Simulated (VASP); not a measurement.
A convergence study with VASP on AlSb (zinc blende): one setting is varied, all else stays as given below, so the limit is that of these other settings.

```xyz
2
Lattice="0.0000 3.0700 3.0700 3.0700 0.0000 3.0700 3.0700 3.0700 0.0000" Properties=species:S:1:pos:R:3 pbc="T T T"
Al     0.0000     0.0000     0.0000
Sb     1.5350     1.5350     1.5350
```

All values below come from PBE GGA, VASP's PBE PAW potentials (set 64) (plane waves; VASP). The tightest run used: 550 eV cut-off, 16×16×16 Γ-centred mesh, Gaussian smearing of 0.050 eV, potentials Al Sb.

Q: The settings run are 1×1×1 mesh; 2×2×2 mesh; 3×3×3 mesh; 4×4×4 mesh; 5×5×5 mesh; 6×6×6 mesh; 7×7×7 mesh; 8×8×8 mesh; 9×9×9 mesh; 10×10×10 mesh; 11×11×11 mesh; 12×12×12 mesh; 13×13×13 mesh; 14×14×14 mesh; 15×15×15 mesh; 16×16×16 mesh. From which on does the stress (every component) stay within 0.2 GPa of the tightest run?

A: From 5×5×5 mesh on: it is off by 0.06 there and by no more than 0.2 in any finer run, while 4×4×4 mesh is off by 0.25.
```csv
setting,E (eV/atom),pressure (GPa),irreducible k-points,difference judged (GPa)
1×1×1 mesh,3.0300,29.07,1,26.62
2×2×2 mesh,-3.1142,6.69,3,4.24
3×3×3 mesh,-3.8714,3.41,4,0.96
4×4×4 mesh,-4.0323,2.71,8,0.25
5×5×5 mesh,-4.0764,2.52,10,0.06
6×6×6 mesh,-4.0903,2.46,16,0.01
7×7×7 mesh,-4.0951,2.45,20,0.00
8×8×8 mesh,-4.0970,2.45,29,0.00
9×9×9 mesh,-4.0977,2.45,35,0.00
10×10×10 mesh,-4.0980,2.45,47,0.00
11×11×11 mesh,-4.0981,2.45,56,0.00
12×12×12 mesh,-4.0982,2.45,72,0.00
13×13×13 mesh,-4.0982,2.45,84,0.00
14×14×14 mesh,-4.0982,2.45,104,0.00
15×15×15 mesh,-4.0982,2.45,120,0.00
16×16×16 mesh,-4.0982,2.45,145,0.00
```

Left out are rungs that failed or repeat a setting and relaxations that didn't move; long series are thinned to 24 rows.

The compound is AlSb in the zinc blende structure. The cell was not relaxed at this level.
